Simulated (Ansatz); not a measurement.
# Cr (Im-3m) in Ansatz: reference runs

Reference runs on Cr: the cell as given and a disturbed copy.

Program: Ansatz 0.2.0. These are calculated values, not measurements. Logs are shortened: lines on timing, memory, paths and dates and some standing lists are left out, and cuts for length are marked.

## 1. The structure

Symmetry: Im-3m, No. 229, cubic system. The conventional cell has a = 2.969 Å, b = 2.969 Å, c = 2.969 Å, α = 90.00°, β = 90.00°, γ = 90.00°. Cr (site symmetry m-3m) is surrounded by 8 Cr at 2.57 Å.

## 2. Single point, PBEsol, collinear spin, ferromagnetic start

input.yaml

```yaml
crystal:
  lattice:
    - [-1.4844496776, 1.4844496776, 1.4844496776]
    - [1.4844496776, -1.4844496776, 1.4844496776]
    - [1.4844496776, 1.4844496776, -1.4844496776]
  atoms:
    - { symbol: Cr, position: [0.0, 0.0, 0.0], spin: 3.0 }
hamiltonian:
  xc: pbesol
  pseudopotentials: { kind: paw }
magnetization:
  spin_polarized: true
kpoints:
  mp_grid: { grid: [12, 12, 12] }
scf:
  occupations: { method: fermi_dirac, width: 0.05 }
output:
  forces: true
  stress: true
  eigenvalues: true
```

Potentials or basis: Ansatz PAW.

Run with:

```console
$ ansatz run input.yaml --threads 2 --pin off --max-ram 5632MiB --backend cpu --events-out ev --progress --plain --runs-dir out
```

Log:

```text
Warning: RAYON_NUM_THREADS=2 ignored (pool sized by the plan → 2); use --threads N
Engine: ansatz 0.2.0, x86_64-unknown-linux-gnu
Pseudopotentials: kind: paw
Pseudopotential: Cr, paw, valence charge 14, recommended cutoff 420 eV (normal), Cr.paw.azcp
Functional definition: PBEsol
  exchange = pbesol_x
  correlation = pbesol_c
Crystal: 1 atoms, lattice volume = 13.084 Å³
Basis set: ecut = 420 eV, 249 PW (Γ), exchange–correlation on 36×36×36 points (8 copies of the dense FFT grid, shifted against one another)
Bands: 13, of which v1, the nominal top of the filled ones, is band 7 counted from 1 (6 counted from 0)
Symmetry: 48 space group operations
Space group: Im-3m (ITA 229), of the structure as read, at distance tolerance 2.4e-5 Å
Magnetic group: BNS 229.140 (UNI 1642), of the structure as read, at distance tolerance 2.4e-5 Å
k-points: 72 of 1728
Non-local potential: Cr, projectors of the file, l = 0: 3, l = 1: 2, l = 2: 3, l = 3: 1
PAW form: soft (Blöchl's): semilocal exchange-correlation on the pseudo side does not see the compensation charge
PAW frozen core: Cr, regenerated for the run's functional, and the local potential with it (the file was generated under x = pbe(κ = 0.804, μ = 0.2195149727645171), c = pbe(β = 0.06672455060314922))
PAW one-centre angular grid: Cr, 590 points (default); XC on 64 Gauss nodes
Initial density: superposition of atomic densities (chi_scale 0.1, normalization cell)
Starting moments: Σ|m| = 3 μB on 1 of 1 site
Initial wavefunctions: pseudopotential atomic-orbital guess
Functional: x = pbesol(κ = 0.804, μ = 0.12345679012345678), c = pbesol(β = 0.046)
SCF iter   1: F=—  HF=-3352.135420 eV  |F-HF|=—  |Δ(HF+E_count)|=         —  Δρ=3.32e-1 (↑3.32e-1 ↓1.36e-1)  dr2=6.32e0  dr2_m=6.01e0  M=0.146 μB ∫|m|=0.150 μB  β_m=0.30  ethr=3.10e-3  ⟨swp⟩=3.8  Hψ=8372  notcnv=0
Mixer restart at iter 1: flushing history
preconditioner: auto → none  [metal: Δε(μ)=0.008 eV  Ē_g=11.060 eV  σ=0.050 eV  W_gap=0.04  n_scr=0 (ndim 8)  ℏωp=25.1 eV  f_vac=0.000  D(μ)=0.68/eV (n_scr^D=12)]
SCF iter   2: F=—  HF=-3349.487531 eV  |F-HF|=—  |Δ(HF+E_count)|=    2.65e0  Δρ=1.68e-1 (↑1.68e-1 ↓1.43e-1)  dr2=2.46e-1  dr2_m=2.86e0  M=0.165 μB ∫|m|=0.165 μB  β_m=0.43  ethr=3.10e-3  ⟨swp⟩=2.1  Hψ=4775  notcnv=0  defer=131
SCF iter   3: F=—  HF=-3349.080089 eV  |F-HF|=—  |Δ(HF+E_count)|=   4.07e-1  Δρ=8.12e-2 (↑8.12e-2 ↓5.52e-2)  dr2=1.27e-1  dr2_m=5.44e-1  M=0.085 μB ∫|m|=0.085 μB  β_m=0.51  ethr=1.76e-3  ⟨swp⟩=2.0  Hψ=3207  notcnv=0  defer=98
SCF iter   4: F=—  HF=-3348.972304 eV  |F-HF|=—  |Δ(HF+E_count)|=   1.08e-1  Δρ=3.55e-3 (↑3.00e-3 ↓3.55e-3)  dr2=3.29e-3  dr2_m=5.20e-4  M=0.014 μB ∫|m|=0.015 μB  β_m=0.76  ethr=9.07e-4  ⟨swp⟩=2.2  Hψ=2933  notcnv=0  defer=96
SCF iter   5: F=—  HF=-3348.972842 eV  |F-HF|=—  |Δ(HF+E_count)|=   5.38e-4  Δρ=6.05e-4 (↑6.05e-4 ↓4.89e-4)  dr2=4.65e-6  dr2_m=3.41e-5  M=0.003 μB ∫|m|=0.004 μB  β_m=0.85  ethr=2.35e-5  ⟨swp⟩=1.7  Hψ=2587  notcnv=0  defer=86
SCF iter   6: F=—  HF=-3348.972867 eV  |F-HF|=—  |Δ(HF+E_count)|=   2.58e-5  Δρ=1.60e-4 (↑1.06e-4 ↓1.60e-4)  dr2=1.56e-6  dr2_m=1.79e-6  M=0.001 μB ∫|m|=0.001 μB  β_m=0.92  ethr=3.32e-8  ⟨swp⟩=2.0  Hψ=2899  notcnv=0  defer=86
SCF iter   7: F=—  HF=-3348.972871 eV  |F-HF|=—  |Δ(HF+E_count)|=   3.71e-6  Δρ=1.20e-5 (↑1.20e-5 ↓6.51e-6)  dr2=1.65e-8  dr2_m=6.20e-9  M=0.000 μB ∫|m|=0.000 μB  β_m=0.95  ethr=1.12e-8  ⟨swp⟩=2.9  Hψ=2872  notcnv=0  defer=86
SCF iter   8: F=—  HF=-3348.972871 eV  |F-HF|=—  |Δ(HF+E_count)|=   1.22e-8  Δρ=2.55e-6 (↑2.55e-6 ↓1.28e-6)  dr2=2.34e-10  dr2_m=4.25e-10  M=0.000 μB ∫|m|=0.000 μB  β_m=0.97  ethr=1.18e-10  ⟨swp⟩=1.5  Hψ=2088  notcnv=0  defer=86
SCF iter   9: F=—  HF=-3348.972871 eV  |F-HF|=—  |Δ(HF+E_count)|=  4.17e-10  Δρ=2.05e-7 (↑2.05e-7 ↓8.05e-8)  dr2=1.18e-12  dr2_m=2.28e-12  M=0.000 μB ∫|m|=0.000 μB  β_m=0.99  ethr=1.67e-12  ⟨swp⟩=2.3  Hψ=2463  notcnv=0  defer=86
SCF iter  10: F=-3348.972871 eV  HF=-3348.972871 eV  |F-HF|=1.36e-12  |Δ(HF+E_count)|=  4.55e-13  Δρ=4.13e-8 (↑3.26e-8 ↓4.13e-8)  dr2=5.39e-13  dr2_m=4.14e-15  M=0.000 μB ∫|m|=0.000 μB  ethr=1.00e-12  ⟨swp⟩=3.2  Hψ=5551  notcnv=0
SCF 1 converged in 10 iterations: F = -3348.972871 eV  dr2 = 5.39e-13
WARN: the starting moments were not kept: the SCF closed with an absolute magnetisation of 6.4e-8 μB, where they sum to 3 μB in size (1 site). That is at most 0.1 of that sum. Measured as dr2_m measures the in/out step, that magnetisation stands 1.5e-15 eV from none, at or under the dr2_threshold of 1.0e-7 eV: it is no larger than a step whose dr2_m would equal this threshold. The system may hold no moment; this SCF shows only that its start led to no more than that. To try another start: raise the starting moments (crystal.atoms[].spin, magnetization.per_species, magnetization.initial_magnetization, or on a non-collinear deck that types none of these the spinor_matrix: blocks that start its atoms; where the total moment is fixed, keep their sum and leave initial_magnetization as it is; typed ones take the place of any that the run laid by itself, positive ones on a crystal's lanthanoids without a Hubbard term where scf.initial_density.shell_occupations: [] is typed) or, if the notice of its spin-set hold's release reads "site moments contracting" or "site moments show no strong build", lengthen the hold (scf.mixing.spin_hold: { on: { confirm: 4 } }; for m-r²SCAN on two components see the key's manual first). Each may lead to a state that holds a moment. A second SCF, from the converged charge density, with the starting moments and any scf.initial_density.shell_occupations laid on it anew, would have followed, and was not run: the deck does not ask for one (magnetization.retry_lost_moments is false, the default). To let it run, set magnetization.retry_lost_moments: true and run the deck again, where that key's refused combinations let it; where memory then withholds it, that run's warning says so.
SCF converged after 10 iterations
Magnetization: 0.0000 μB (7.0000 up, 7.0000 down)
Absolute magnetization: 0.0000 μB (∫|ρ↑−ρ↓|, with the PAW one-centre terms)
Spin contamination: 0.0000 ħ² per cell (⟨S²⟩ above its minimum at these occupations)
Per-site moments (μB) at R_I (Å): [(-1.6170741557979033e-8, 1.0605961834390063)]
Free energy (F): -3348.972871 eV
Harris-Foulkes:  -3348.972871 eV  (|F-HF|=1.36e-12)
Internal energy: -3348.966565 eV  (E = F + TS)
E sigma→0 (E₀):  -3348.969718 eV
Entropy (-TS):   -0.006306 eV (-6.306 meV/atom)
Fermi energy:    16.593967 eV
--- Per-component energies (eV) ---
  E_band       = -180.795679
  E_kinetic    = 340.027155
  E_local      = -1282.790549  (includes V_loc(G=0)·N_el)
  E_nonlocal   = 79.107531
  E_hartree    = 548.325302
  E_xc         = -137.907497
  E_vxc        = -176.630837  (∫ρ·V_xc dr)
  E_paw        = -1166.103054  (= ΣΔE_a)
  E_vpaw       = -237.159917  (= ΣTr[D̂ρ^β])
  E_aug_tail   = 0.000299  (compensation charges beyond the density's cutoff)
  E_ewald      = -1729.785753
  E_core_change = 0.160000  (= ΣΔE_core)
  E_smearing   = -0.006306  (= −TS)
  E_closure    = 0.000000  (closes the sum)
  Σ components = -3348.972871   (vs F -3348.972871, Δ=0.00e0)
--- Forces (eV/Å), atoms counted from 1 ---
  atom   1  Cr    -0.00000000     0.00000000     0.00000000
  max |Σ_I F_I| component: 6.98e-32 eV/Å
--- Stress (GPa, compression-positive) ---
      -32.211340      -0.000000      -0.000000
       -0.000000     -32.211340      -0.000000
       -0.000000       0.000000     -32.211340
  P = ⅓ Tr σ = -32.2113 GPa (-322.113 kbar)
--- Band table (eV; the first three rows and the last of 144) ---
  k-point 0 ↑: bands = ["-54.9692", "-26.0335", "-26.0335", "-26.0335", "9.1902", "15.8859", "15.8859", "15.8859", "17.6112", "17.6112", "37.9229", "37.9229", "37.9229"]
  k-point 1 ↑: bands = ["-54.9607", "-26.0767", "-26.0472", "-26.0337", "9.4625", "15.7886", "15.8674", "16.0612", "17.5097", "17.6188", "37.0267", "37.7485", "38.0229"]
  k-point 2 ↑: bands = ["-54.9374", "-26.1938", "-26.0846", "-26.0341", "10.2341", "15.5308", "15.7593", "16.5602", "17.3455", "17.6467", "34.7993", "36.8839", "38.2638"]
  k-point 71 ↓: bands = ["-54.7501", "-26.4712", "-26.4712", "-26.4712", "12.9920", "12.9920", "18.7398", "18.7398", "18.7398", "26.1134", "26.1134", "26.1134", "32.2920"]
```

It took 1.2 s on 2 threads of Intel Xeon Platinum 8488C (Sapphire Rapids), shared host; peak memory 0.34 GiB.

Results:

| Quantity | Value |
| --- | --- |
| Free energy | -3348.9729 eV |
| Pressure | -32.2 GPa |
| Band gap on the k mesh | none (metal or under the smearing width) |
| Net moment | 0.00 μB per cell |
| Absolute moment | 0.00 μB per cell |

Levels at points of the mesh, in eV from the Fermi level:
Spin up:
```tsv
k point	band 4	band 5	band 6	band 7	band 8	band 9	band 10	band 11
(0.00, 0.00, 0.00)	-42.63	-7.40	-0.71	-0.71	-0.71	1.02	1.02	21.33
(0.00, 0.00, -0.50)	-42.63	-3.84	-2.02	0.86	1.01	1.29	2.47	8.55
(-0.50, -0.50, -0.50)	-43.07	-3.60	-3.60	2.15	2.15	2.15	9.52	9.52
```
Spin down:
| k point | band 4 | band 5 | band 6 | band 7 | band 8 | band 9 | band 10 | band 11 |
| --- | --- | --- | --- | --- | --- | --- | --- | --- |
| (0.00, 0.00, 0.00) | -42.63 | -7.40 | -0.71 | -0.71 | -0.71 | 1.02 | 1.02 | 21.33 |
| (0.00, 0.00, -0.50) | -42.63 | -3.84 | -2.02 | 0.86 | 1.01 | 1.29 | 2.47 | 8.55 |
| (-0.50, -0.50, -0.50) | -43.07 | -3.60 | -3.60 | 2.15 | 2.15 | 2.15 | 9.52 | 9.52 |

Caveat: the starting moments collapsed, and a magnetic state may lie lower; a pressure of tens of GPa on the cell as given is suspect, and the run, the potentials or the cell itself is likely at fault; the PAW data sets come from PBE, with cores solved anew for the run's functional, which leaves a small shift of forces and pressure; the starting moments weren't kept.

## 3. Single point, PBEsol, collinear spin, ferromagnetic start (cell strained at random at fixed volume)

input.yaml

```yaml
crystal:
  lattice:
    - [-1.480624, 1.472666, 1.422752]
    - [1.549071, -1.496421, 1.514953]
    - [1.466923, 1.48272, -1.446506]
  atoms:
    - { symbol: Cr, position: [0.006545, -0.004915, -0.023264], spin: 3.0 }
hamiltonian:
  xc: pbesol
  pseudopotentials: { kind: paw }
magnetization:
  spin_polarized: true
kpoints:
  mp_grid: { grid: [12, 12, 12] }
scf:
  occupations: { method: fermi_dirac, width: 0.05 }
output:
  forces: true
  stress: true
  eigenvalues: true
```

Potentials or basis: Ansatz PAW.

Run with:

```console
$ ansatz run input.yaml --threads 2 --pin off --max-ram 5632MiB --backend cpu --events-out ev --progress --plain --runs-dir out
```

Run time: 10 s. Hardware: 2 threads of Intel Xeon Platinum 8488C (Sapphire Rapids), shared host; peak memory 0.59 GiB.

It converged, with:

```yaml
Free_energy: -3348.9641 eV
Pressure: -31.9 GPa
Band_gap_on_the_k_mesh: none (metal or under the smearing width)
Net_moment: 0.00 μB per cell
Absolute_moment: 0.00 μB per cell
```

Stress tensor (GPa, compression positive):
```
-35.74   0.24  -2.53
  0.24 -30.73   0.82
 -2.53   0.82 -29.29
```

Levels at points of the mesh, in eV from the Fermi level:
Spin up:
```csv
k point,band 4,band 5,band 6,band 7,band 8,band 9,band 10,band 11
"(0.00, 0.00, 0.00)",-42.60,-7.41,-0.96,-0.79,-0.44,0.95,1.11,20.63
"(0.00, 0.00, -0.50)",-42.63,-3.84,-1.94,0.85,0.89,1.23,2.47,8.53
"(0.00, -0.50, 0.00)",-42.61,-3.87,-2.08,0.45,1.06,1.43,2.33,8.07
"(0.00, -0.50, -0.50)",-42.63,-3.85,-2.19,0.85,1.15,1.38,2.42,8.55
"(-0.50, 0.00, 0.00)",-42.64,-3.85,-2.14,1.08,1.13,1.29,2.52,8.85
"(-0.50, 0.00, -0.50)",-42.67,-3.83,-1.91,0.82,1.15,1.22,2.59,8.95
"(-0.50, -0.50, 0.00)",-42.63,-3.84,-1.95,0.71,0.93,1.28,2.41,8.38
"(-0.50, -0.50, -0.50)",-43.03,-3.64,-3.58,1.90,2.16,2.34,9.00,9.68
```
Spin down:
```tsv
k point	band 3	band 4	band 5	band 6	band 7	band 8	band 9	band 10	band 11	band 12
(0.00, 0.00, 0.00)	-42.63	-42.60	-7.41	-0.96	-0.79	-0.44	0.95	1.11	20.63	21.34
(0.00, 0.00, -0.50)	-42.85	-42.63	-3.84	-1.94	0.85	0.89	1.23	2.47	8.53	16.03
(0.00, -0.50, 0.00)	-42.80	-42.61	-3.87	-2.08	0.45	1.06	1.43	2.33	8.07	16.63
(0.00, -0.50, -0.50)	-42.84	-42.63	-3.85	-2.19	0.85	1.15	1.38	2.42	8.55	15.97
(-0.50, 0.00, 0.00)	-42.87	-42.64	-3.85	-2.14	1.08	1.13	1.29	2.52	8.85	15.58
(-0.50, 0.00, -0.50)	-42.88	-42.67	-3.83	-1.91	0.82	1.15	1.22	2.59	8.95	15.84
(-0.50, -0.50, 0.00)	-42.82	-42.63	-3.84	-1.95	0.71	0.93	1.28	2.41	8.38	16.37
(-0.50, -0.50, -0.50)	-43.07	-43.03	-3.64	-3.58	1.90	2.16	2.34	9.00	9.68	9.92
```

Caveat: the cell as given lies far from equilibrium; the starting moments collapsed, and a magnetic state may lie lower; the PAW data sets come from PBE, with cores solved anew for the run's functional, which leaves a small shift of forces and pressure; the starting moments weren't kept.
